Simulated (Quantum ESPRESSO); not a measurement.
# Sn (Im-3m) in Quantum ESPRESSO: notebook, part 4 of 4

Quantum ESPRESSO 7.5. Earlier steps stand in the parts before.

## (6) Overview

```tsv
task	level	potentials or basis	k mesh	cutoff (eV)	smearing	form of the LDA correlation	q mesh	gap on the mesh (eV)	pressure (GPa)
phonons	LDA	JTH 2.0 LDA	8 × 8 × 8, shifted	707	cold 0.136 eV	PW92	-	none	0.0
phonon dispersion	LDA	GBRV 1.5 LDA	10 × 10 × 10	925	cold 0.2 eV	PZ81	2 × 2 × 2	none	0.3
phonon dispersion	PBE	GBRV 1.5 PBE	10 × 10 × 10	925	cold 0.2 eV	-	2 × 2 × 2	none	0.0
phonon dispersion	PBEsol	GBRV 1.5 PBEsol	10 × 10 × 10	925	cold 0.2 eV	-	2 × 2 × 2	none	0.2
```

Alike in all rows: no spin polarisation; cell relaxed.

Caveats: the mesh is thin for the phonons of a metal (some runs).

Absolute energies hang on the potentials; compare differences alone.
